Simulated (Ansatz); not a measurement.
Crystal: Ta2N.

```
Ta N
1.0
     3.11286    0.00000    0.00000
    -1.55643    2.69582    0.00000
     0.00000    0.00000    4.86984
Ta N
2 1
Direct
  0.33333 0.66667 0.25471
  0.66667 0.33333 0.74529
  0.00000 0.00000 0.00000
```

The cell comes from a database or a generator and needn't be the stable form of this composition.

Base run:

* Program: Ansatz 0.2.0
* Functional: r2SCAN
* Potentials or basis: Ansatz PAW
* Cutoff: 500 eV (not typed: the program's choice for these potentials)
* k mesh: 7 × 7 × 5
* Occupations: fermi-dirac, width 0.05 eV
* Spin: no spin polarisation

Its results: band gap on the k mesh none (metal or under the smearing width); pressure -5.1 GPa; largest force 0.166 eV/Å.

Question: The run is repeated on the same cell with these changes: functional from r2SCAN to LDA; cutoff from 500 eV (not typed: the program's choice for these potentials) to 420 eV (not typed: the program's choice for these potentials); k mesh from 7 × 7 × 5 to 10 × 10 × 6. What comes out?

Answer: Band gap on the k mesh none (metal or under the smearing width); pressure -14.5 GPa; largest force 0.445 eV/Å.

Several settings changed at once, so the effect can't be laid on one alone.

Caveats: spin-orbit coupling is left out, which moves the levels of the heavy elements; the PAW data sets come from PBE, with cores solved anew for the run's functional, which leaves a small shift of forces and pressure.
